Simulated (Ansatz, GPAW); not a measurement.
## Geometry or basis: what sets the conductance of a Ag chain with one C atom in line

How well does a Ag chain with one C atom in line conduct once its atoms have relaxed, and how much do cheaper levels lose?

Program: GPAW 26.7.0 and Ansatz 0.2.0. Level of theory: Ansatz plane waves; relaxation of the junction with the lead ends held; PAW set soft_1, in the first sound run; inputs show where later runs differ. Results are calculated unless marked as measured.

## Step 1: The structure

The cell holds 15 atoms: 14 Ag and 1 C. Its edges and angles: a = 9.000 Å, b = 9.000 Å, c = 38.408 Å, α = 90.0°, β = 90.0°, γ = 90.0°. Regions: left lead, 7 atoms (7 Ag); channel, 1 atom (1 C); right lead, 7 atoms (7 Ag). Vacuum lies along a and b. The structure is stacked along c, and the current runs across the ab planes.

## Step 2: Relaxation

Transmission follows bond lengths closely, so the atoms between the held lead ends are relaxed first, from a slightly shaken start that lets symmetry break.

The input, input.yaml:

```yaml
crystal:
  lattice:
    - [9.0, 0.0, 0.0]
    - [0.0, 9.0, 0.0]
    - [0.0, 0.0, 38.4084]
  atoms:
    - { symbol: Ag, position: [0.5, 0.5, 0.0346278418] }
    - { symbol: Ag, position: [0.5, 0.5, 0.1038835255] }
    - { symbol: Ag, position: [0.5, 0.5, 0.1731392091] }
    - { symbol: Ag, position: [0.5, 0.5, 0.2423948928] }
    - { symbol: Ag, position: [0.5, 0.5, 0.3116505764] }
    - { symbol: Ag, position: [0.4952304233, 0.4968781743, 0.3812139571] }
    - { symbol: Ag, position: [0.4982530446, 0.501752054, 0.4507925274] }
    - { symbol: C, position: [0.4951882287, 0.5033902126, 0.4995347513] }
    - { symbol: Ag, position: [0.5069802833, 0.5024289631, 0.5494170629] }
    - { symbol: Ag, position: [0.500671626, 0.5007165931, 0.6193511196] }
    - { symbol: Ag, position: [0.5, 0.5, 0.6883494236] }
    - { symbol: Ag, position: [0.5, 0.5, 0.7576051072] }
    - { symbol: Ag, position: [0.5, 0.5, 0.8268607909] }
    - { symbol: Ag, position: [0.5, 0.5, 0.8961164745] }
    - { symbol: Ag, position: [0.5, 0.5, 0.9653721582] }
kpoints:
  mp_grid: { grid: [1, 1, 2] }
hamiltonian:
  xc: pbe
  pseudopotentials: { kind: paw, azcp: { folder: soft_1 } }
scf:
  occupations: { method: fermi_dirac, width: 0.1 }
relax:
  f_tol: 0.03
  max_steps: 80
  constraints: [{ sites: [0, 1, 2, 3, 4, 10, 11, 12, 13, 14] }]
```

Command:

```sh
$ ansatz run input.yaml --threads 4 --pin off --max-ram 8192MiB --backend cpu --events-out ev --progress --plain --runs-dir out
```

Numbers of over 12 decimals in the logs are rounded to 6 here.

Log:

```text
Engine: ansatz 0.2.0, aarch64-unknown-linux-gnu
Pseudopotentials: kind: paw
Pseudopotential: Ag, paw, valence charge 19, recommended cutoff 420 eV (normal), soft_1/Ag.paw.azcp
Pseudopotential: C, paw, valence charge 4, recommended cutoff 420 eV (normal), soft_1/C.paw.azcp
Functional definition: PBE
  parameter kappa = 0.804
  parameter beta = 0.066725
  exchange = pbe_x(kappa = kappa, mu = beta*pi^2/3)
  correlation = pbe_c(beta = beta)
Crystal: 15 atoms, lattice volume = 3111.080 Å³
Basis set: ecut = 420 eV, 60693 PW (Γ), exchange–correlation on 128×128×540 points (8 copies of the dense FFT grid, shifted against one another)
Bands: 162, of which v1, the nominal top of the filled ones, is band 135 counted from 1 (134 counted from 0)
Symmetry: 1 space group operations
Space group: P1 (ITA 1), of the structure as read, at distance tolerance 1.5e-4 Å
k-points: 2
Non-local potential: Ag, projectors of the file, l = 0: 3, l = 1: 2, l = 2: 2, l = 3: 1
Non-local potential: C, projectors of the file, l = 0: 2, l = 1: 2, l = 2: 1
PAW form: soft (Blöchl's): semilocal exchange-correlation on the pseudo side does not see the compensation charge
PAW one-centre angular grid: Ag, 590 points (default); XC on 64 Gauss nodes
PAW one-centre angular grid: C, 110 points (default); XC on 64 Gauss nodes
Initial density: superposition of atomic densities (neutral atoms: chi_scale 0, normalization atom)
Initial wavefunctions: pseudopotential atomic-orbital guess
Functional: x = pbe(κ = 0.804, μ = 0.219515), c = pbe(β = 0.066725)
SCF iter   1: F=—  HF=-106497.333222 eV  |F-HF|=—  |Δ(HF+E_count)|=         —  Δρ=1.71e-2  dr2=2.06e1  ethr=3.10e-3  ⟨swp⟩=8.5  Hψ=1408  notcnv=0  defer=2
preconditioner: auto → LDOS  [metal: Δε(μ)=0.131 eV  Ē_g=6.035 eV  σ=0.100 eV  W_gap=0.30  n_scr=330 (ndim 8)  ℏωp=8.4 eV  f_vac=0.780  D(μ)=16.30/eV (n_scr^D=46)  β→1.0]
SCF iter   2: F=—  HF=-106496.254668 eV  |F-HF|=—  |Δ(HF+E_count)|=    1.08e0  Δρ=1.22e-2  dr2=1.01e1  ethr=3.10e-3  ⟨swp⟩=3.0  Hψ=576  notcnv=0  defer=24
SCF iter   3: F=—  HF=-106495.660667 eV  |F-HF|=—  |Δ(HF+E_count)|=   5.94e-1  Δρ=8.89e-3  dr2=4.31e0  ethr=3.10e-3  ⟨swp⟩=2.5  Hψ=563  notcnv=0  defer=20
SCF iter   4: F=—  HF=-106495.473035 eV  |F-HF|=—  |Δ(HF+E_count)|=   1.88e-1  Δρ=7.74e-3  dr2=3.44e0  ethr=1.60e-3  ⟨swp⟩=2.0  Hψ=557  notcnv=0  defer=25
SCF iter   5: F=—  HF=-106495.134012 eV  |F-HF|=—  |Δ(HF+E_count)|=   3.39e-1  Δρ=3.92e-3  dr2=9.74e-1  ethr=1.27e-3  ⟨swp⟩=2.0  Hψ=480  notcnv=0  defer=25
SCF iter   6: F=—  HF=-106495.119095 eV  |F-HF|=—  |Δ(HF+E_count)|=   1.49e-2  Δρ=2.33e-3  dr2=5.14e-1  ethr=3.61e-4  ⟨swp⟩=2.5  Hψ=556  notcnv=0  defer=25
SCF iter   7: F=—  HF=-106495.097945 eV  |F-HF|=—  |Δ(HF+E_count)|=   2.11e-2  Δρ=6.89e-4  dr2=5.80e-2  ethr=1.90e-4  ⟨swp⟩=2.0  Hψ=458  notcnv=0  defer=25
SCF iter   8: F=—  HF=-106495.098572 eV  |F-HF|=—  |Δ(HF+E_count)|=   6.27e-4  Δρ=2.31e-4  dr2=3.48e-3  ethr=2.15e-5  ⟨swp⟩=1.5  Hψ=301  notcnv=0  defer=25
SCF iter   9: F=—  HF=-106495.100632 eV  |F-HF|=—  |Δ(HF+E_count)|=   2.06e-3  Δρ=9.38e-5  dr2=6.93e-4  ethr=1.29e-6  ⟨swp⟩=2.0  Hψ=486  notcnv=0  defer=25
SCF iter  10: F=—  HF=-106495.100666 eV  |F-HF|=—  |Δ(HF+E_count)|=   3.35e-5  Δρ=5.51e-5  dr2=1.83e-4  ethr=2.57e-7  ⟨swp⟩=2.0  Hψ=460  notcnv=0  defer=25
SCF iter  11: F=—  HF=-106495.100678 eV  |F-HF|=—  |Δ(HF+E_count)|=   1.17e-5  Δρ=2.97e-5  dr2=8.09e-5  ethr=6.78e-8  ⟨swp⟩=2.0  Hψ=460  notcnv=0  defer=25
SCF iter  12: F=—  HF=-106495.100701 eV  |F-HF|=—  |Δ(HF+E_count)|=   2.37e-5  Δρ=1.76e-5  dr2=2.67e-5  ethr=3.00e-8  ⟨swp⟩=2.0  Hψ=460  notcnv=0  defer=25
SCF iter  13: F=-106495.100699 eV  HF=-106495.100704 eV  |F-HF|=5.36e-6  |Δ(HF+E_count)|=   2.85e-6  Δρ=9.22e-6  dr2=7.75e-6  ethr=8.33e-9  ⟨swp⟩=4.0  Hψ=1007  notcnv=0
SCF 1 converged in 13 iterations: F = -106495.100699 eV  dr2 = 7.75e-6
  greatest PAW one-centre occupation: 1.002 electrons in one spin orbital (limit 2), on the Ag atom at site 6 (counted from 0), in its partial waves of l = 0
relax step   1: F+E_penalty+E_count = -106495.10069884 eV  Δ(F+E_penalty+E_count) = +0.000e0 eV  max|allowed force component| = 1.487e0 eV/Å  Δτ_max = 0.0000 Å  (13 SCF iters, dr2 threshold 2.25e-5 eV, accepted)
Initial density: handed on by an earlier stage of this run
Initial wavefunctions: those handed on with the density
iter 1 solved again at ethr=1.40e-5 eV; its pass at ethr=3.10e-3 eV (dr2=3.79e-2 eV) is discarded
SCF iter   1: F=—  HF=-106495.167243 eV  |F-HF|=—  |Δ(HF+E_count)|=         —  Δρ=9.43e-4  dr2=3.91e-2  ethr=1.40e-5  ⟨swp⟩=2.0  Hψ=956  notcnv=0  defer=20
preconditioner: auto → LDOS  [metal: Δε(μ)=0.211 eV  Ē_g=6.155 eV  σ=0.100 eV  W_gap=0.48  n_scr=330 (ndim 8)  ℏωp=8.4 eV  f_vac=0.789  D(μ)=13.18/eV (n_scr^D=38)  β→1.0]
SCF iter   2: F=—  HF=-106495.160955 eV  |F-HF|=—  |Δ(HF+E_count)|=   6.29e-3  Δρ=5.93e-4  dr2=2.35e-2  ethr=1.40e-5  ⟨swp⟩=2.0  Hψ=578  notcnv=0  defer=20
SCF iter   3: F=—  HF=-106495.161246 eV  |F-HF|=—  |Δ(HF+E_count)|=   2.91e-4  Δρ=4.60e-4  dr2=1.24e-2  ethr=8.70e-6  ⟨swp⟩=2.0  Hψ=537  notcnv=0  defer=20
SCF iter   4: F=—  HF=-106495.161329 eV  |F-HF|=—  |Δ(HF+E_count)|=   8.24e-5  Δρ=3.49e-4  dr2=7.74e-3  ethr=4.60e-6  ⟨swp⟩=2.0  Hψ=460  notcnv=0  defer=20
SCF iter   5: F=—  HF=-106495.160423 eV  |F-HF|=—  |Δ(HF+E_count)|=   9.06e-4  Δρ=1.44e-4  dr2=1.33e-3  ethr=2.87e-6  ⟨swp⟩=2.0  Hψ=465  notcnv=0  defer=20
SCF iter   6: F=—  HF=-106495.160526 eV  |F-HF|=—  |Δ(HF+E_count)|=   1.04e-4  Δρ=5.03e-5  dr2=1.94e-4  ethr=4.94e-7  ⟨swp⟩=2.0  Hψ=466  notcnv=0  defer=20
SCF iter   7: F=-106495.160537 eV  HF=-106495.160545 eV  |F-HF|=8.70e-6  |Δ(HF+E_count)|=   1.90e-5  Δρ=2.33e-5  dr2=3.42e-5  ethr=3.70e-8  ⟨swp⟩=3.0  Hψ=1072  notcnv=0
SCF 2 converged in 7 iterations: F = -106495.160537 eV  dr2 = 3.42e-5
relax step   2: F+E_penalty+E_count = -106495.16053664 eV  Δ(F+E_penalty+E_count) = -5.984e-2 eV  max|allowed force component| = 6.888e-1 eV/Å  Δτ_max = 0.0390 Å  (7 SCF iters, dr2 threshold 1.00e-4 eV, accepted)
iter 1 solved again at ethr=4.50e-5 eV; its pass at ethr=3.10e-3 eV (dr2=1.21e-1 eV) is discarded
SCF iter   1: F=—  HF=-106495.243615 eV  |F-HF|=—  |Δ(HF+E_count)|=         —  Δρ=1.93e-3  dr2=1.15e-1  ethr=4.50e-5  ⟨swp⟩=1.0  Hψ=1061  notcnv=0  defer=25
preconditioner: auto → LDOS  [metal: Δε(μ)=0.189 eV  Ē_g=6.132 eV  σ=0.100 eV  W_gap=0.43  n_scr=330 (ndim 8)  ℏωp=8.4 eV  f_vac=0.789  D(μ)=12.92/eV (n_scr^D=38)  β→1.0]
SCF iter   2: F=—  HF=-106495.232024 eV  |F-HF|=—  |Δ(HF+E_count)|=   1.16e-2  Δρ=1.33e-3  dr2=7.79e-2  ethr=4.25e-5  ⟨swp⟩=3.0  Hψ=547  notcnv=0  defer=25
SCF iter   3: F=—  HF=-106495.215005 eV  |F-HF|=—  |Δ(HF+E_count)|=   1.70e-2  Δρ=4.59e-4  dr2=1.28e-2  ethr=2.88e-5  ⟨swp⟩=2.0  Hψ=545  notcnv=0  defer=25
SCF iter   4: F=—  HF=-106495.215486 eV  |F-HF|=—  |Δ(HF+E_count)|=   4.80e-4  Δρ=3.27e-4  dr2=5.85e-3  ethr=4.76e-6  ⟨swp⟩=2.0  Hψ=466  notcnv=0  defer=25
SCF iter   5: F=—  HF=-106495.215251 eV  |F-HF|=—  |Δ(HF+E_count)|=   2.35e-4  Δρ=2.08e-4  dr2=2.59e-3  ethr=2.17e-6  ⟨swp⟩=2.0  Hψ=502  notcnv=0  defer=25
SCF iter   6: F=—  HF=-106495.215187 eV  |F-HF|=—  |Δ(HF+E_count)|=   6.40e-5  Δρ=8.21e-5  dr2=3.64e-4  ethr=9.59e-7  ⟨swp⟩=2.0  Hψ=507  notcnv=0  defer=25
SCF iter   7: F=—  HF=-106495.215221 eV  |F-HF|=—  |Δ(HF+E_count)|=   3.45e-5  Δρ=3.50e-5  dr2=8.87e-5  ethr=1.35e-7  ⟨swp⟩=2.0  Hψ=461  notcnv=0  defer=25
SCF iter   8: F=-106495.215222 eV  HF=-106495.215233 eV  |F-HF|=1.09e-5  |Δ(HF+E_count)|=   1.23e-5  Δρ=1.49e-5  dr2=1.85e-5  ethr=1.10e-8  ⟨swp⟩=4.0  Hψ=1038  notcnv=0
SCF 3 converged in 8 iterations: F = -106495.215222 eV  dr2 = 1.85e-5
  greatest PAW one-centre occupation: 1.001 electrons in one spin orbital (limit 2), on the Ag atom at site 8 (counted from 0), in its partial waves of l = 0
relax step   3: F+E_penalty+E_count = -106495.21522235 eV  Δ(F+E_penalty+E_count) = -5.469e-2 eV  max|allowed force component| = 1.201e-1 eV/Å  Δτ_max = 0.2000 Å  (8 SCF iters, dr2 threshold 2.97e-5 eV, accepted)
[...]
relax step   4: F+E_penalty+E_count = -106495.27323539 eV  Δ(F+E_penalty+E_count) = -5.801e-2 eV  max|allowed force component| = 2.235e-1 eV/Å  Δτ_max = 0.1969 Å  (10 SCF iters, dr2 threshold 9.01e-7 eV, accepted)
[...]
relax step   5: F+E_penalty+E_count = -106495.31824954 eV  Δ(F+E_penalty+E_count) = -4.501e-2 eV  max|allowed force component| = 2.478e-1 eV/Å  Δτ_max = 0.1950 Å  (9 SCF iters, dr2 threshold 3.12e-6 eV, accepted)
[...]
relax step   6: F+E_penalty+E_count = -106495.32294439 eV  Δ(F+E_penalty+E_count) = -4.695e-3 eV  max|allowed force component| = 2.049e-1 eV/Å  Δτ_max = 0.1605 Å  (8 SCF iters, dr2 threshold 6.14e-5 eV, accepted)
[...]
relax step   7: F+E_penalty+E_count = -106495.33152673 eV  Δ(F+E_penalty+E_count) = -8.582e-3 eV  max|allowed force component| = 8.987e-2 eV/Å  Δτ_max = 0.0812 Å  (7 SCF iters, dr2 threshold 2.87e-5 eV, accepted)
[...]
relax step   8: F+E_penalty+E_count = -106495.33373817 eV  Δ(F+E_penalty+E_count) = -2.211e-3 eV  max|allowed force component| = 4.742e-3 eV/Å  Δτ_max = 0.0301 Å  (8 SCF iters, dr2 threshold 1.55e-6 eV, accepted)
iter 1 solved again at ethr=5.28e-10 eV; its pass at ethr=3.10e-3 eV (dr2=1.42e-6 eV) is discarded
SCF iter   1: F=—  HF=-106495.333498 eV  |F-HF|=—  |Δ(HF+E_count)|=         —  Δρ=4.32e-6  dr2=1.43e-6  ethr=5.28e-10  ⟨swp⟩=1.0  Hψ=764  notcnv=0  defer=24
preconditioner: auto → LDOS  [metal: Δε(μ)=0.166 eV  Ē_g=6.082 eV  σ=0.100 eV  W_gap=0.38  n_scr=330 (ndim 8)  ℏωp=8.4 eV  f_vac=0.787  D(μ)=12.18/eV (n_scr^D=30)  β→1.0]
SCF iter   2: F=—  HF=-106495.333739 eV  |F-HF|=—  |Δ(HF+E_count)|=   2.41e-4  Δρ=2.73e-6  dr2=5.83e-7  ethr=5.28e-10  ⟨swp⟩=2.0  Hψ=465  notcnv=0  defer=24
SCF iter   3: F=—  HF=-106495.333739 eV  |F-HF|=—  |Δ(HF+E_count)|=   1.24e-7  Δρ=3.64e-6  dr2=7.45e-7  ethr=2.16e-10  ⟨swp⟩=2.0  Hψ=519  notcnv=0  defer=24
SCF iter   4: F=-106495.333739 eV  HF=-106495.333739 eV  |F-HF|=2.78e-8  |Δ(HF+E_count)|=   1.45e-7  Δρ=1.01e-6  dr2=6.56e-8  ethr=3.70e-11  ⟨swp⟩=3.0  Hψ=1218  notcnv=0
SCF 9 converged in 4 iterations: F = -106495.333739 eV  dr2 = 6.56e-8
relax step   9: F+E_penalty+E_count = -106495.33373912 eV  Δ(F+E_penalty+E_count) = -9.464e-7 eV  max|allowed force component| = 5.291e-3 eV/Å  Δτ_max = 0.0000 Å  (4 SCF iters, accepted)
SCF converged after 4 iterations
Free energy (F): -106495.333739 eV
Harris-Foulkes:  -106495.333739 eV  (|F-HF|=2.78e-8)
Internal energy: -106494.949056 eV  (E = F + TS)
E sigma→0 (E₀):  -106495.141397 eV
Entropy (-TS):   -0.384683 eV (-25.646 meV/atom)
Fermi energy:    -3.289696 eV
--- Per-component energies (eV) ---
  E_band       = -8422.219402
  E_kinetic    = 6640.393646
  E_local      = -94375.081685  (includes V_loc(G=0)·N_el)
  E_nonlocal   = 488.161173
  E_hartree    = 44366.355381
  E_xc         = -2240.193697
  E_vxc        = -2827.457869  (∫ρ·V_xc dr)
  E_paw        = -55513.819071  (= ΣΔE_a)
  E_vpaw       = -7080.965336  (= ΣTr[D̂ρ^β])
  E_aug_tail   = 0.005331  (compensation charges beyond the density's cutoff)
  E_ewald      = -5860.770134
  E_smearing   = -0.384683  (= −TS)
  E_closure    = 0.000000  (closes the sum)
  Σ components = -106495.333739   (vs F -106495.333739, Δ=0.00e0)
--- Forces (eV/Å), atoms counted from 1 ---
  atom   1  Ag    -0.00006585    -0.00009574    -0.00724279
  atom   2  Ag     0.00022234     0.00058135     0.00761513
  atom   3  Ag     0.00124483     0.00280389    -0.00769524
  atom   4  Ag    -0.00902580    -0.02366668     0.02183665
  atom   5  Ag     0.00243012     0.02144809     0.32904588
  atom   6  Ag     0.00189668     0.00129445    -0.00392609
  atom   7  Ag     0.00160381     0.00224526    -0.00393590
  atom   8  C      0.00183614    -0.00119431    -0.00182613
  atom   9  Ag    -0.00247733    -0.00138873     0.00529097
  atom  10  Ag     0.00125243    -0.00027253    -0.00198883
  atom  11  Ag     0.02272996     0.00220723    -0.32328271
  atom  12  Ag    -0.02525042    -0.00464296    -0.02105196
  atom  13  Ag     0.00306349     0.00060602     0.00737974
  atom  14  Ag     0.00062178     0.00011629    -0.00745628
  atom  15  Ag    -0.00010898    -0.00004220     0.00719442
  max |Σ_I F_I| component: 4.32e-5 eV/Å
--- Relaxed structure (9 steps of the walk, 9 accepted, 0 SCFs on fresh bases) ---
  F+E_penalty+E_count = -106495.33373912 eV   max|allowed force component| = 5.291e-3 eV/Å
  atoms:
    - { symbol: Ag, position: [0.5, 0.5, 0.0346278418] }
    - { symbol: Ag, position: [0.5, 0.5, 0.103884] }
    - { symbol: Ag, position: [0.5, 0.5, 0.173139] }
    - { symbol: Ag, position: [0.5, 0.5, 0.2423948928] }
    - { symbol: Ag, position: [0.5, 0.5, 0.311651] }
    - { symbol: Ag, position: [0.472718, 0.430046, 0.381141] }
    - { symbol: Ag, position: [0.501375, 0.523242, 0.448534] }
    - { symbol: C, position: [0.527104, 0.527076, 0.500080] }
    - { symbol: Ag, position: [0.522233, 0.503003, 0.551653] }
    - { symbol: Ag, position: [0.425604, 0.486182, 0.618983] }
    - { symbol: Ag, position: [0.5, 0.5, 0.6883494236] }
    - { symbol: Ag, position: [0.5, 0.5, 0.7576051072] }
    - { symbol: Ag, position: [0.5, 0.5, 0.826861] }
    - { symbol: Ag, position: [0.5, 0.5, 0.8961164745] }
    - { symbol: Ag, position: [0.5, 0.5, 0.9653721582] }
```

It took 1.9 min on 4 threads of Arm Neoverse V2, shared host; peak memory 4.2 GiB; 7.6 min of CPU time.

The steps of the relaxation:

```
step  energy less that of the first step (eV)  largest force component (eV/Å)
   1                                   0.0000                          1.4874
   2                                  -0.0598                          0.6888
   3                                  -0.1145                          0.1201
   4                                  -0.1725                          0.2235
   5                                  -0.2176                          0.2478
   6                                  -0.2222                          0.2049
   7                                  -0.2308                          0.0899
   8                                  -0.2330                          0.0047
   9                                  -0.2330                          0.0053
```

The atoms that moved most (Å):

```
atom      dx      dy      dz  length
Ag10  -0.676  -0.131  -0.014   0.688
 Ag6  -0.203  -0.601  -0.003   0.635
  C8   0.287   0.213   0.021   0.358
 Ag7   0.028   0.193  -0.087   0.214
 Ag9   0.137   0.005   0.086   0.162
```

This step gave:

```yaml
free_energy: -106495.3337 eV
smearing_term_ts: 0.3847 eV
symmetry_operations: 1
```

The relaxation lowered the energy of the cell by 0.233 eV.

(Part 1 of 4 ends here.)

[Logs are printed without paths, hosts, clocks, repeated set-up lines and the standing remarks that a program may print on its own settings, such as how far it seeks lower states.]

[Hosts, paths, dates, database ids (printed as entryN), source tags and the programs' standing remarks are cut or masked in the printed files.]
